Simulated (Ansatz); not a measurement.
The system is CoO.

```
Co O
1.0
     0.00000    2.13150    2.13150
     2.13150    0.00000    2.13150
     2.13150    2.13150    0.00000
Co O
1 1
Direct
  0.00000 0.00000 0.00000
  0.50000 0.50000 0.50000
```

- Program: Ansatz 0.2.0
- Task: relaxation of cell and atoms
- Functional: LDA
- Potentials or basis: Ansatz PAW
- Cutoff: 420 eV (not typed: the program's choice for these potentials)
- k mesh: 11 × 11 × 11
- Occupations: fermi-dirac, width 0.05 eV
- Spin: collinear spin, ferromagnetic start
- Starting moments: [2.0, 0.0] μB

At the start: volume 9.68 Å³/atom.

Where does the relaxation end?

It ends after 8 steps and the volume is 8.48 Å³/atom (-12.5 %); space group Fm-3m (No. 225, to 0.05 Å); moment 2.21 μB per cell.

Step by step:
| step | energy change (eV) | largest force (eV/Å) | volume (Å³) |
| --- | --- | --- | --- |
| 1 | 0.0000 | 0.0000 | 19.37 |
| 2 | -0.1098 | 0.0000 | 18.28 |
| 3 | -0.1717 | 0.0000 | 16.92 |
| 4 | -0.1712 | 0.0000 | 17.05 |
| 5 | -0.1714 | 0.0000 | 17.02 |
| 6 | -0.1630 | 0.0000 | 17.02 |
| 7 | -0.1636 | 0.0000 | 16.95 |
| 8 | -0.1630 | 0.0000 | 16.95 |

Final structure:
```
CELL_PARAMETERS angstrom
0.00000 2.03895 2.03895
2.03895 0.00000 2.03895
2.03895 2.03895 0.00000
ATOMIC_POSITIONS crystal
Co 0.00000 0.00000 0.00000
O 0.50000 0.50000 0.50000
```

Caveat: the plane-wave basis is chosen anew once the cell has moved, so the energies of steps on either side of that aren't comparable; the pressure holds a Pulay correction of +1.1 GPa for the finite cutoff; the volume moved by -12 % from the deposited cell, more than functionals usually miss; a cell with one magnetic atom can't hold antiferromagnetic order, which such compounds often take; the PAW data sets come from PBE, with cores solved anew for the run's functional, which leaves a small shift of forces and pressure.
